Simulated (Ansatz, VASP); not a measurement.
**Two plane-wave programs on HgTe**

Contents of INCAR:

```
PREC = Accurate ; ENCUT = 520
EDIFF = 1E-8 ; ISMEAR = -1
SIGMA = 0.08 ; LREAL = False
LASPH = True ; NELM = 80
ALGO = Normal ; ISIF = 2
LWAVE = False ; LCHARG = False
LEFG = True ; NBANDS = 16
```

The input KPOINTS:

```
regular mesh
0
Gamma
  10 10 10
```

The input POSCAR:

```
HgTe
1.0
    0.0000000000      2.8630700000      2.9215000000
    2.8630700000      0.0000000000      2.9215000000
    2.8630700000      2.8630700000      0.0000000000
Hg Te
1 1
Direct
    0.0000000000      0.0000000000      0.0000000000
    0.5000000000      0.5000000000      0.5000000000
```

Input for Ansatz:

```yaml
crystal:
  lattice:
    - [0.0, 2.86307, 2.9215]
    - [2.86307, 0.0, 2.9215]
    - [2.86307, 2.86307, 0.0]
  atoms:
    - { symbol: Hg, position: [0.0, 0.0, 0.0] }
    - { symbol: Te, position: [0.5, 0.5, 0.5] }
kpoints:
  mp_grid: { grid: [10, 10, 10] }
scf:
  occupations: { method: fermi_dirac, width: 0.08 }
hamiltonian:
  xc: lda
  pseudopotentials: { kind: paw }
output:
  forces: true
  stress: true
  eigenvalues: true
  efg: { contact_densities: true }
  write_density: true
  write_potential: true
  elf: true
  volumetric_format: npy
```

Change from the starting cell: equal xx and yy strain of -2 %, PAW files.

Alike in both runs: task electric field gradients; functional LDA; k mesh 10 × 10 × 10; occupations fermi-dirac, width 0.08 eV; no spin polarisation.

```csv
,VASP,Ansatz
version,VASP 6.6.1,Ansatz 0.2.0
potentials or method,"VASP PAW LDA potentials, release 64 (Hg, Te)","PAW with Ansatz's default frozen-core files, scalar-relativistic"
plane-wave cutoff (eV),520,420
valence electrons in the cell,18,36
```

|  | VASP | Ansatz | Ansatz less VASP |
| --- | --- | --- | --- |
| pressure (GPa) | 8.4 | 7.8 | -0.67 |
| largest component of the traceless stress (GPa) | 2.14 | 2.07 | -0.076 |
| Vzz of the field gradient on the site that differs most (V/Å²) | 43.1 | 29.1 | -13.96 |

The two sets of potentials don't hold the same shells in valence. Ansatz warned: «gradients_without_spin_orbit».

The runs have no spin-orbit coupling, so splittings on Hg, Te are missing.
